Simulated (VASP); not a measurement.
Input of a VASP 6.6.1 run:

The input INCAR:

```
PREC = Accurate ; ENCUT = 520
EDIFF = 1E-6 ; ISMEAR = 0
SIGMA = 0.01 ; LREAL = Auto
LASPH = True ; NELM = 100
ALGO = Fast ; ISIF = 2
LWAVE = False ; LCHARG = True
GGA = PE ; LELF = True
LVHAR = True ; NBANDS = 130
```

The input KPOINTS:

```
regular mesh
0
Gamma
  4 4 4
```

Contents of POSCAR:

```
Cu2O
1.0
   -4.2600000000      4.2600000000      4.2600000000
    4.2600000000     -4.2600000000      4.2600000000
    4.2600000000      4.2600000000     -4.2600000000
Cu O
16 8
Direct
    0.2500000000      0.2500000000      0.2500000000
    0.7500000000      0.5000000000      0.5000000000
    0.5000000000      0.5000000000      0.7500000000
    0.5000000000      0.7500000000      0.5000000000
    0.7500000000      0.7500000000      0.2500000000
    0.2500000000      0.0000000000      0.5000000000
    0.0000000000      0.0000000000      0.7500000000
    0.0000000000      0.2500000000      0.5000000000
    0.7500000000      0.2500000000      0.7500000000
    0.2500000000      0.5000000000      0.0000000000
    0.0000000000      0.5000000000      0.2500000000
    0.0000000000      0.7500000000      0.0000000000
    0.2500000000      0.7500000000      0.7500000000
    0.7500000000      0.0000000000      0.0000000000
    0.5000000000      0.0000000000      0.2500000000
    0.5000000000      0.2500000000      0.0000000000
    0.0000000000      0.0000000000      0.0000000000
    0.5000000000      0.5000000000      0.5000000000
    0.5000000000      0.5000000000      0.0000000000
    0.0000000000      0.0000000000      0.5000000000
    0.5000000000      0.0000000000      0.5000000000
    0.0000000000      0.5000000000      0.0000000000
    0.0000000000      0.5000000000      0.5000000000
    0.5000000000      0.0000000000      0.0000000000
```

Potentials or basis: VASP PAW PBE potentials, release 64 (Cu, O).

Run with:

```console
$ cat potpaw_PBE.64/Cu/POTCAR potpaw_PBE.64/O/POTCAR > POTCAR
$ mpirun -np 1 vasp_std > vasp.out
```

Task: Predict the band gap on the k mesh.

Result: 0.54 eV.

Task: Estimate the pressure.

Result: 4.0 GPa.

**Measured values to compare with.**

“Importance of surface oxygen vacancies for ultrafast hot carrier relaxation and transport in Cu2O”, 2021, arxiv:2103.03167 quotes, for a bulk crystal of Cu2O: band gap 2.17 eV (direct).

A measured gap of Cu2O is 2.17 eV (direct; quoted in “Importance of surface oxygen vacancies for ultrafast hot carrier relaxation and transport in Cu2O”, 2021, arxiv:2103.03167); the calculated 0.54 eV misses it by -1.63 eV. So large a miss can be the level of theory's own, or it may mean another phase, state or a wrong row. The value is that of PBE on a finite k mesh, which can miss the band edges, without temperature or zero-point motion. Semilocal functionals fall short of measured gaps as a rule.
